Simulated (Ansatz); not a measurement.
## TiAl3: a vibration from a frozen displacement

All numbers below come from DFT PBEsol, scalar-relativistic, plane waves, PAW (Ansatz). Cutoff 420 eV, Γ-centred 18×10×10 k-points, Gaussian smearing of 0.15 eV. No spin polarisation. Energies are free energies at this smearing, counted from the undisturbed cell; pressure is positive in compression.

Reference structure (relaxed at this level; this form isn't the usual structure):

```
Ti Al
1.0
     2.78139    0.00000    0.00000
     0.00000    4.67107    0.00000
     0.00000    0.00000    4.89340
Ti Al
1 3
Cartesian
  0.0000 2.3355 0.7984
  1.3907 2.3355 3.2494
  1.3907 0.0000 1.6300
  0.0000 0.0000 4.1089
```

Every Al atom is moved by x along the Cartesian unit vector (0.000, 1.000, 0.000); the cell and all other atoms stay fixed. The cell's volume is 63.58 Å³; the moved atoms weigh 80.945 u together and the others 47.867 u. Some rows repeat others by symmetry and weren't run.

| x (Å) | ΔE (meV/cell) | total force on the moved atoms along the move (eV/Å) | pressure (GPa) |
| --- | --- | --- | --- |
| -0.1000 | 33.24 | 0.6680 | 0.2802 |
| -0.0875 | 25.42 | 0.5832 | 0.2182 |
| -0.0750 | 18.66 | 0.4989 | 0.1645 |
| -0.0500 | 8.28 | 0.3316 | 0.0819 |
| -0.0250 | 2.07 | 0.1655 | 0.0323 |
| 0.0000 | 0.00 | 0.0000 | 0.0158 |
| 0.0250 | 2.07 | -0.1655 | 0.0323 |
| 0.0500 | 8.28 | -0.3316 | 0.0819 |
| 0.0750 | 18.66 | -0.4989 | 0.1645 |
| 0.0875 | 25.42 | -0.5832 | 0.2182 |
| 0.1000 | 33.24 | -0.6680 | 0.2802 |

Task: What frequency belongs to this motion?

Result: The force constant is k = −dF/dx = 6.620 eV/Å², from the parabola through x = -0.0250, 0 and 0.0250. In every cell the moved atoms swing against the rest, so the mass is μ = m₁m₂/(m₁ + m₂) = 30.079 u, and ν̃ = 521.5 cm⁻¹ × √(|k|/μ) = 245 cm⁻¹. The pattern needn't be a normal mode: ν̃² is then a weighted mean of the squared nonzero frequencies at the zone centre of this cell, so it lies between the lowest and the highest of them.

Task: How far does the harmonic law reach?

Result: At x = -0.100 Å, kx²/2 = 33.10 meV against the computed 33.24 meV (+0.4 %): the well is still close to harmonic there.

Task: The pressure changes with x². What does that say about the frequency under compression?

Result: With E = k(V)x²/2, k ∝ V^(−2γ) and x scaling with the cell as V^(1/3), P − P0 = −∂E/∂V = (2γ − 2/3) ΔE/V. At x = 0.0500 Å, V(P − P0) = 63.58 × 0.06604 / 160.2 eV = 26.21 meV and ΔE = 8.28 meV, so γ = 1/3 + V(P − P0)/(2ΔE) = 1.92. This is the Grüneisen parameter of the motion under uniform scaling of the cell: shrinking the cell evenly by 1 % in volume raises the frequency by about 1.92 %.

In a metal these slopes depend on the k mesh and the smearing.

Cost: 6 runs of about 3.3 core-minutes in all, on Intel Xeon Platinum 8488C (Sapphire Rapids) (shared hosts).